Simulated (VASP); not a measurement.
Si:

```
Si
1.0
     2.62054    0.00000    0.00000
    -1.31027    2.26946    0.00000
     0.00000    0.00000    2.46635
Si
1
Direct
  0.00000 0.00000 0.00000
```

This isn't the form of Si at room conditions, which is diamond.

| Property | Result |
| --- | --- |
| Program | VASP 6.6.1 |
| Task | relaxation of cell and atoms |
| Functional | r2SCAN |
| Potentials or basis | VASP PAW PBE potentials, release 64 (Si) |
| Cutoff | 600 eV |
| k mesh | 12 × 12 × 11 |
| Occupations | gaussian, width 0.05 eV |
| Spin | no spin polarisation |

At the start: pressure 1.9 GPa; volume 14.67 Å³/atom.

Problem. Where does the relaxation end?

Solution. Over 9 steps the energy falls by 3.1 meV/atom and the volume is 14.87 Å³/atom (+1.4 %); space group P6/mmm (No. 191, to 0.05 Å).

The path:
```tsv
step	energy change (eV)	largest force (eV/Å)	pressure (GPa)	volume (Å³)
1	0.0000	0.0000	1.94	14.67
2	-0.0010	0.0000	-1.36	15.05
3	-0.0030	0.0000	0.10	14.86
4	-0.0030	0.0000	0.17	14.86
5	-0.0030	0.0000	0.20	14.85
6	-0.0030	0.0000	0.23	14.85
7	-0.0030	0.0000	-0.07	14.89
8	-0.0031	0.0000	0.02	14.87
9	-0.0031	0.0000	0.04	14.87
```

Final structure:
```yaml
crystal:
  lattice:
    - [2.62305, 0.00000, 0.00000]
    - [-1.31153, 2.27163, 0.00000]
    - [0.00000, 0.00000, 2.49593]
  atoms:
    - { symbol: Si, position: [0.00000, 0.00000, 0.00000] }
```

Caveat: the PAW data sets were made with another functional, which shifts forces and pressure a little.
